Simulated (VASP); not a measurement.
A run of VASP 6.6.1:

File INCAR:

```
SYSTEM = ZnO
ALGO = Normal
EDIFF = 1E-7
EDIFFG = -0.01
ENCUT = 600
GGA = CA
IBRION = 2
ISIF = 4
ISMEAR = 0
LASPH = .True.
LCHARG = .False.
LREAL = .False.
LWAVE = .False.
NELM = 80
NSW = 40
PREC = Accurate
SIGMA = 0.03
```

Contents of KPOINTS:

```
k-points
0
Gamma
  9 9 5
  0 0 0
```

Contents of POSCAR:

```
ZnO                                     
1.0
    3.1507695092      0.0000000000      0.0000000000
   -1.5753847546      2.7286464364      0.0000000000
    0.0000000000      0.0000000000      5.0938479954
  Zn              O             
     2     2
Direct
     0.3333333332999970    0.6666666667000030    0.5003505567281650
     0.6666666667000030    0.3333333332999970    0.0003505567281650
     0.6666666667000030    0.3333333332999970    0.3786594432718360
     0.3333333332999970    0.6666666667000030    0.8786594432718360
```

Potentials or basis: VASP PAW LDA potentials, release 64 (Zn, O).

Command:

```sh
$ cat potpaw_LDA.64/Zn/POTCAR potpaw_LDA.64/O/POTCAR > POTCAR
$ mpirun -np 1 vasp_std > vasp.out
```

Hardware: 1 thread of Intel(R) Xeon(R) Platinum 8488C (Sapphire Rapids), on a shared host.

How long does it take, and how much memory?

Run time: 26 s on 1 thread of Intel(R) Xeon(R) Platinum 8488C (Sapphire Rapids) (shared host), peak memory 0.17 GiB. Counts: scf iterations 16, k points 36, ion steps 1.
